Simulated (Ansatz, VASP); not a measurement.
## One calculation of C, two programs

```xyz
2
Lattice="0.0000 1.7834 1.7834 1.7834 0.0000 1.7834 1.7834 1.7834 0.0000" Properties=species:S:1:pos:R:3 pbc="T T T"
C     2.6751    2.6751    2.6751
C     1.7834    1.7834    1.7834
```

This isn't the form of C at room conditions, which is graphite.

Alike in both runs: task single point; functional PBE; k mesh 13 × 13 × 13; occupations gaussian, width 0.012 eV; no spin polarisation.

|  | VASP | Ansatz |
| --- | --- | --- |
| version | VASP 6.6.1 | Ansatz 0.2.0 |
| potentials or method | VASP PAW PBE potentials, release 64 (C) | Ansatz PAW |
| plane-wave cutoff (eV) | 520 | 420 |
| valence electrons in the cell | 8 | 8 |

```csv
,VASP,Ansatz,Ansatz less VASP
gap on the k mesh at the Fermi level (eV),4.14,4.15,+0.008
least direct gap on the mesh (eV),5.59,5.59,+0.004
pressure (GPa),2.5,1.8,-0.68
```

Caveats: an odd mesh through Γ misses points on the zone boundary, where band edges often lie (VASP); odd divisions of the mesh miss points on the zone boundary, where band edges often lie, so the gap on the mesh can be too wide (Ansatz); the pressure holds a Pulay correction of +1.0 GPa for the finite cutoff (Ansatz).
